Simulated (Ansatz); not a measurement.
**C under changes of volume**

One of the cells (9.153 Å³/atom); the others are scaled copies at fixed shape and fractional positions:

```xyz
2
Lattice="2.1273 -1.2283 0.0000 2.1273 1.2283 0.0000 -1.3791 0.0000 3.5028" Properties=species:S:1:pos:R:3 pbc="T T T"
C    -0.6699    0.0000    3.5025
C     3.5455    0.0000    0.0003
```

This is a stacking variant of graphite.

| Quantity | Value |
| --- | --- |
| Program | Ansatz 0.2.0 |
| Functional | PBE |
| Potentials or basis | Ansatz PAW |
| Cutoff | 420 eV (not typed: the program's choice for these potentials) |
| k mesh | 13 × 13 × 8 |
| Occupations | fermi-dirac, width 0.05 eV |
| Spin | no spin polarisation |

```csv
volume (Å³/atom),energy over the lowest point (meV/atom),pressure (GPa),gap on the mesh (eV)
8.604,45.51,22.8,0.95
8.787,23.42,15.9,0.94
8.970,?,?,?
9.153,1.29,3.8,0.93
9.336,0.00,-1.5,0.92
9.519,4.47,-6.3,0.92
9.702,14.20,-10.7,0.91
```

Task: What does the run at 8.970 Å³/atom give?

Result: Energy over the lowest point 8.92 meV/atom; pressure 9.6 GPa; gap on the mesh 0.94 eV.

Worked out: A Birch-Murnaghan fit of order 3 (a polynomial in V^(-2/3)) to the other rows has its minimum at 9.28 Å³/atom with B0 = V·E''(V) = 263 GPa and B' = 3.6 at fixed shape and positions, which overstates the stiffness. It gives 8.90 meV/atom at 8.970 Å³/atom, against the run's 8.92, and -dE/dV = 9.6 GPa, against 9.6. A straight line through the other rows of the gap, of slope -0.313 eV per unit of ln V, gives 0.94 eV, against the run's 0.94.

Energies are extrapolated to zero smearing.

Caveats: odd divisions of the mesh miss points on the zone boundary, where band edges often lie, so the gap on the mesh can be too wide; this functional lacks dispersion, which binds the layers, so the pressure and a relaxed spacing across them are unreliable.

A mesh can miss the band edges.
